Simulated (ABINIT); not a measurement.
# HfB2 (P6/mmm) in ABINIT: further runs

The runs below take HfB2 through equation of state, band structure, with revPBE, WC, PBE, PW91.

All numbers are computed with ABINIT 10.8.3 (patched build); they aren't measurements. Logs are shortened: lines on timing, memory, paths and dates and some standing lists are left out, and cuts for length are marked. The log counts tension as positive stress, the text compression.

## (1) The structure

It takes space group P6/mmm (No. 191, hexagonal). Conventional cell: a = 3.140 Å, b = 3.140 Å, c = 3.480 Å, α = 90.00°, β = 90.00°, γ = 120.00°. Hf (site symmetry 6/mmm) is surrounded by 12 B at 2.51 Å. Around B (site symmetry -6m2) lie 3 B at 1.81 Å.

## (2) Equation of state, revPBE

Input file run.abi:

```
# Datasets: one volume each
ndtset 7
getwfk -1
scalecart1 3*0.9795861087
scalecart2 3*0.9864848297
scalecart3 3*0.9932883884
scalecart4 3*1.0000000000
scalecart5 3*1.0066227096
scalecart6 3*1.0131594038
scalecart7 3*1.0196128224

# Pseudopotentials
pp_dirpath "./"
pseudos "Hf.GGA_PBE-JTH.xml, B.GGA_PBE-JTH.xml"

# Structure
acell 3*1.0 Angstrom
rprim
     3.1400000000     0.0000000000     0.0000000000
    -1.5700000000     2.7193197679     0.0000000000
     0.0000000000     0.0000000000     3.4800000000
ntypat 2
znucl 72 5
natom 3
typat 1 2 2
xred
     0.0000000000     0.0000000000     0.0000000000
     0.6666666667     0.3333333333     0.5000000000
     0.3333333333     0.6666666667     0.5000000000

# Plane-wave basis
ecut 17.0
pawecutdg 34.0

# k points
kptopt 1
ngkpt 10 10 8
nshiftk 1
shiftk 0.0 0.0 0.0

# Exchange and correlation
ixc 14

# Bands and occupations
nband 13
occopt 3
tsmear 0.05 eV

# SCF cycle
nstep 100
tolvrs 1.0e-9

# Output
iomode 3
prtwf 1
prtden 0
prteig 0
prtebands 0
enunit 2
```

Potentials or basis: JTH PAW PBE v2.0.

The run is started by

```sh
abinit run.abi > log 2>&1
```

run.abo:

```text
.Version 10.8.3 of ABINIT
 DATASET    1 : space group P6/m m m (#191); Bravais hP (primitive hexag.)
================================================================================
 Values of the parameters that define the memory need for DATASET  1.
     intxc =       0    ionmov =       0      iscf =      17    lmnmax =      18
     lnmax =       6     mgfft =      24  mpssoang =       3    mqgrid =    3001
     natom =       3  nloc_mem =       2    nspden =       1   nspinor =       1
    nsppol =       1      nsym =      24    n1xccc =       1    ntypat =       2
    occopt =       3   xclevel =       2
       mpw =         650          nfft =       13824          nkpt =          70
 PAW method is used; the additional fine FFT grid is defined by:
   mgfftf=        36    nfftf =     36864
================================================================================
================================================================================
[... 71 lines left out ...]
 DATASET    7 : space group P6/m m m (#191); Bravais hP (primitive hexag.)
================================================================================
 Values of the parameters that define the memory need for DATASET  7.
     intxc =       0    ionmov =       0      iscf =      17    lmnmax =      18
     lnmax =       6     mgfft =      27  mpssoang =       3    mqgrid =    3001
     natom =       3  nloc_mem =       2    nspden =       1   nspinor =       1
    nsppol =       1      nsym =      24    n1xccc =       1    ntypat =       2
    occopt =       3   xclevel =       2
       mpw =         727          nfft =       15552          nkpt =          70
 PAW method is used; the additional fine FFT grid is defined by:
   mgfftf=        36    nfftf =     36864
================================================================================
================================================================================

--------------------------------------------------------------------------------
------------- Echo of variables that govern the present computation ------------
--------------------------------------------------------------------------------
 -outvars: echo values of preprocessed input variables --------
            acell      1.8897261259E+00  1.8897261259E+00  1.8897261259E+00 Bohr
              amu      1.78490000E+02  1.08110000E+01
             ecut      1.70000000E+01 Hartree
           enunit           2
           getwfk          -1
                       outvar_i_n : Printing only first  50 k-points.
              ixc          14
           jdtset        1    2    3    4    5    6    7
                       outvar_i_n : Printing only first  50 k-points.
         kptrlatt       10    0    0      0   10    0      0    0    8
          kptrlen1     5.15360010E+01
          kptrlen2     5.18989426E+01
          kptrlen3     5.22568776E+01
          kptrlen4     5.26099753E+01
          kptrlen5     5.29583959E+01
          kptrlen6     5.33022913E+01
          kptrlen7     5.36418054E+01
            natom           3
            nband          13
           ndtset           7
            ngfft1         24      24      24
            ngfft2         24      24      27
            ngfft3         24      24      27
            ngfft4         24      24      27
            ngfft5         24      24      27
            ngfft6         24      24      27
            ngfft7         24      24      27
          ngfftdg          32      32      36
             nkpt          70
            nstep         100
             nsym          24
           ntypat           2
                       prtocc : prtvol=0, do not print more k-points.
           occopt           3
        pawecutdg      3.40000000E+01 Hartree
         pawxcdev           0
           prtden           0
        prtebands           0
           prteig           0
            rprim1     3.0759003813E+00  0.0000000000E+00  0.0000000000E+00
                      -1.5379501907E+00  2.6638078697E+00  0.0000000000E+00
                       0.0000000000E+00  0.0000000000E+00  3.4089596583E+00
            rprim2     3.0975623653E+00  0.0000000000E+00  0.0000000000E+00
                      -1.5487811826E+00  2.6825676981E+00  0.0000000000E+00
                       0.0000000000E+00  0.0000000000E+00  3.4329672074E+00
            rprim3     3.1189255396E+00  0.0000000000E+00  0.0000000000E+00
                      -1.5594627698E+00  2.7010687498E+00  0.0000000000E+00
                       0.0000000000E+00  0.0000000000E+00  3.4566435916E+00
            rprim4     3.1400000000E+00  0.0000000000E+00  0.0000000000E+00
                      -1.5700000000E+00  2.7193197679E+00  0.0000000000E+00
                       0.0000000000E+00  0.0000000000E+00  3.4800000000E+00
            rprim5     3.1607953081E+00  0.0000000000E+00  0.0000000000E+00
                      -1.5803976541E+00  2.7373290330E+00  0.0000000000E+00
                       0.0000000000E+00  0.0000000000E+00  3.5030470294E+00
            rprim6     3.1813205279E+00  0.0000000000E+00  0.0000000000E+00
                      -1.5906602640E+00  2.7551043948E+00  0.0000000000E+00
                       0.0000000000E+00  0.0000000000E+00  3.5257947252E+00
            rprim7     3.2015842623E+00  0.0000000000E+00  0.0000000000E+00
                      -1.6007921312E+00  2.7726533036E+00  0.0000000000E+00
                       0.0000000000E+00  0.0000000000E+00  3.5482526220E+00
          spgroup         191
           tolvrs      1.00000000E-09
           tsmear      1.83746611E-03 Hartree
            typat      1  2  2
           useylm           1
                       outvars : Printing only first  50 k-points.
           xangst1     0.0000000000E+00  0.0000000000E+00  0.0000000000E+00
                       1.5379501907E+00  8.8793595658E-01  1.7044798291E+00
                       1.2484047230E-16  1.7758719132E+00  1.7044798291E+00
           xangst2     0.0000000000E+00  0.0000000000E+00  0.0000000000E+00
                       1.5487811826E+00  8.9418923271E-01  1.7164836037E+00
                       1.6240414496E-16  1.7883784654E+00  1.7164836037E+00
           xangst3     0.0000000000E+00  0.0000000000E+00  0.0000000000E+00
                       1.5594627698E+00  9.0035624993E-01  1.7283217958E+00
                      -5.1479176430E-17  1.8007124999E+00  1.7283217958E+00
           xangst4     0.0000000000E+00  0.0000000000E+00  0.0000000000E+00
                       1.5700000000E+00  9.0643992263E-01  1.7400000000E+00
                       2.4125095698E-17  1.8128798453E+00  1.7400000000E+00
           xangst5     0.0000000000E+00  0.0000000000E+00  0.0000000000E+00
                       1.5803976541E+00  9.1244301101E-01  1.7515235147E+00
                      -5.6902400892E-17  1.8248860220E+00  1.7515235147E+00
           xangst6     0.0000000000E+00  0.0000000000E+00  0.0000000000E+00
                       1.5906602640E+00  9.1836813160E-01  1.7628973626E+00
[... 10 lines left out ...]
            xcart3     0.0000000000E+00  0.0000000000E+00  0.0000000000E+00
                       2.9469575384E+00  1.7014267281E+00  3.2660548515E+00
                      -9.7281544640E-17  3.4028534562E+00  3.2660548515E+00
            xcart4     0.0000000000E+00  0.0000000000E+00  0.0000000000E+00
                       2.9668700177E+00  1.7129232034E+00  3.2881234591E+00
                       4.5589823630E-17  3.4258464067E+00  3.2881234591E+00
            xcart5     0.0000000000E+00  0.0000000000E+00  0.0000000000E+00
                       2.9865187362E+00  1.7242673963E+00  3.3098997459E+00
                      -1.0752995359E-16  3.4485347926E+00  3.3098997459E+00
            xcart6     0.0000000000E+00  0.0000000000E+00  0.0000000000E+00
                       3.0059122583E+00  1.7354642515E+00  3.3313932034E+00
                      -3.8539016712E-17  3.4709285030E+00  3.3313932034E+00
            xcart7     0.0000000000E+00  0.0000000000E+00  0.0000000000E+00
                       3.0250587124E+00  1.7465184619E+00  3.3526128405E+00
                      -1.9152868132E-16  3.4930369239E+00  3.3526128405E+00
             xred      0.0000000000E+00  0.0000000000E+00  0.0000000000E+00
                       6.6666666667E-01  3.3333333333E-01  5.0000000000E-01
                       3.3333333333E-01  6.6666666667E-01  5.0000000000E-01
            znucl       72.00000    5.00000

================================================================================

 chkinp: Checking input parameters for consistency, jdtset=   1.

 chkinp: Checking input parameters for consistency, jdtset=   2.
[... 40 lines left out ...]
 getcut: wavevector=  0.0000  0.0000  0.0000  ngfft=  32  32  36
         ecut(hartree)=     34.000   => boxcut(ratio)=   2.09737

--- Pseudopotential description ------------------------------------------------
- pspini: atom type   1  psp file is ./Hf.GGA_PBE-JTH.xml
 Pseudopotential format is: paw10
 basis_size (lnmax)=  6 (lmn_size= 18), orbitals=   0   0   1   1   2   2
 Spheres core radius: rc_sph= 2.41119446
 Shapefunction is SIN type: shapef(r)=[sin(pi*r/rshp)/(pi*r/rshp)]**2
 Radius for shape functions =  2.41119446
 Compensation charge density is not taken into account in XC energy/potential

- pspini: atom type   2  psp file is ./B.GGA_PBE-JTH.xml
 Pseudopotential format is: paw10
 basis_size (lnmax)=  4 (lmn_size=  8), orbitals=   0   0   1   1
 Spheres core radius: rc_sph= 1.70616958
 Shapefunction is SIN type: shapef(r)=[sin(pi*r/rshp)/(pi*r/rshp)]**2
 Radius for shape functions =  1.40269776
 Compensation charge density is not taken into account in XC energy/potential

   1.82194203E+03                                ecore*ucvol(ha*bohr**3)
--------------------------------------------------------------------------------

================================================================================

--- !BeginCycle
iteration_state: {dtset: 1, }
solver: {iscf: 17, nstep: 100, nline: 4, wfoptalg: 10, }
tolerances: {tolvrs: 1.00E-09, }
...
[... 1325 lines left out ...]
-Cartesian components of stress tensor (GPa)         [Pressure= -9.5685E+00 GPa]
- sigma(1 1)=  1.02889249E+01  sigma(3 2)=  0.00000000E+00
- sigma(2 2)=  1.02889249E+01  sigma(3 1)=  0.00000000E+00
- sigma(3 3)=  8.12774706E+00  sigma(2 1)=  0.00000000E+00

== END DATASET(S) ==============================================================
================================================================================

 -outvars: echo values of variables after computation  --------
            acell      1.8897261259E+00  1.8897261259E+00  1.8897261259E+00 Bohr
           etotal1    -5.5776867686E+01
           etotal2    -5.5779522487E+01
           etotal3    -5.5781305293E+01
           etotal4    -5.5782295423E+01
           etotal5    -5.5782567700E+01
           etotal6    -5.5782188851E+01
           etotal7    -5.5781214120E+01
            fcart1    -0.0000000000E+00 -0.0000000000E+00 -0.0000000000E+00
                      -1.1581051981E-29 -7.3549558265E-29 -0.0000000000E+00
                       1.1581051981E-29  7.3549558265E-29 -0.0000000000E+00
            fcart2    -0.0000000000E+00 -0.0000000000E+00 -0.0000000000E+00
                       3.4500188862E-29  1.9918693326E-29 -0.0000000000E+00
                      -3.4500188862E-29 -1.9918693326E-29 -0.0000000000E+00
            fcart3    -3.8070976423E-30 -2.1980288486E-30 -0.0000000000E+00
                       7.6141952845E-30  1.7584230789E-29 -0.0000000000E+00
                      -3.8070976423E-30 -1.5386201940E-29 -0.0000000000E+00
            fcart4     3.7815458816E-30  2.1832765327E-30 -0.0000000000E+00
[... 52 lines left out ...]
           xangst3     0.0000000000E+00  0.0000000000E+00  0.0000000000E+00
                       1.5594627698E+00  9.0035624993E-01  1.7283217958E+00
                      -5.1479176430E-17  1.8007124999E+00  1.7283217958E+00
           xangst4     0.0000000000E+00  0.0000000000E+00  0.0000000000E+00
                       1.5700000000E+00  9.0643992263E-01  1.7400000000E+00
                       2.4125095698E-17  1.8128798453E+00  1.7400000000E+00
           xangst5     0.0000000000E+00  0.0000000000E+00  0.0000000000E+00
                       1.5803976541E+00  9.1244301101E-01  1.7515235147E+00
                      -5.6902400892E-17  1.8248860220E+00  1.7515235147E+00
           xangst6     0.0000000000E+00  0.0000000000E+00  0.0000000000E+00
                       1.5906602640E+00  9.1836813160E-01  1.7628973626E+00
                      -2.0393969361E-17  1.8367362632E+00  1.7628973626E+00
           xangst7     0.0000000000E+00  0.0000000000E+00  0.0000000000E+00
                       1.6007921312E+00  9.2421776785E-01  1.7741263110E+00
                      -1.0135261332E-16  1.8484355357E+00  1.7741263110E+00
             xred      0.0000000000E+00  0.0000000000E+00  0.0000000000E+00
                       6.6666666667E-01  3.3333333333E-01  5.0000000000E-01
                       3.3333333333E-01  6.6666666667E-01  5.0000000000E-01
 Calculation completed.
```

It took 1.7 min on 1 thread of Arm Neoverse V1, shared host; peak memory 0.15 GiB.

Results:

```
Equilibrium volume                        : 10.08 Å³/atom
Bulk modulus at fixed shape and positions : 246 GPa
Pressure derivative of the bulk modulus   : 3.9
```

Energy against volume, from the lowest point:
| volume (Å³/atom) | energy (meV/atom) |
| --- | --- |
| 9.311 | 51.70 |
| 9.509 | 27.62 |
| 9.707 | 11.45 |
| 9.905 | 2.47 |
| 10.103 | 0.00 |
| 10.301 | 3.44 |
| 10.499 | 12.28 |

Caveat: the cutoff is too short for stress, so the log's stress isn't used; pressures at fixed basis lie under the slope of the energies; the cell was scaled at fixed shape and fractional positions, which overstates the stiffness of a crystal with free parameters, most of all of layers and chains; the PAW data sets were made with another functional, which shifts forces and pressure a little; the atomic spheres overlap. Spin-orbit coupling is left out, which matters for the levels of Hf.

[end of part 1 of 2]
